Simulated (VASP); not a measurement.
Here is a VASP 6.6.1 calculation.

INCAR

```
  PREC = Accurate
  ENCUT = 600
  EDIFF = 1E-6
  ISMEAR = 1
  SIGMA = 0.1
  LREAL = False
  LASPH = True
  NELM = 80
  ALGO = Normal
  ISIF = 3
  LWAVE = False
  LCHARG = False
  GGA = CA
  IBRION = 2
  NSW = 90
  EDIFFG = -0.01
```

KPOINTS

```
Automatic mesh
0
Gamma
  16 16 16
```

The input POSCAR:

```
In
1.0
   -1.6254700000      1.6254700000      2.4737000000
    1.6254700000     -1.6254700000      2.4737000000
    1.6254700000      1.6254700000     -2.4737000000
In
1
Direct
    0.0000000000      0.0000000000      0.0000000000
```

Potentials or basis: VASP PAW LDA potentials, release 64 (In_d).

Launch:

```bash
$ cat potpaw_LDA.64/In_d/POTCAR > POTCAR
$ mpirun -np 1 vasp_std > vasp.out
```

Question: Estimate the band gap on the k mesh.

Answer: None (metal or under the smearing width).

Question: Estimate the relaxed volume.

Answer: 24.62 Å³/atom.

Question: What does it give for the space group after relaxing (to 0.05 Å)?

Answer: I4/mmm (No. 139).

Final structure:
```cif
data_structure
_symmetry_space_group_name_H-M 'P 1'
_symmetry_Int_Tables_number 1
_cell_length_a 3.3354
_cell_length_b 3.3354
_cell_length_c 3.3354
_cell_angle_alpha 123.682
_cell_angle_beta 123.682
_cell_angle_gamma 83.732
_cell_volume 24.62
loop_
_atom_site_label
_atom_site_type_symbol
_atom_site_fract_x
_atom_site_fract_y
_atom_site_fract_z
_atom_site_occupancy
In1 In 0.00000 0.00000 0.00000 1
```

LDA usually gives volumes a few per cent too small. Zero-point motion and thermal expansion aren't in these numbers.
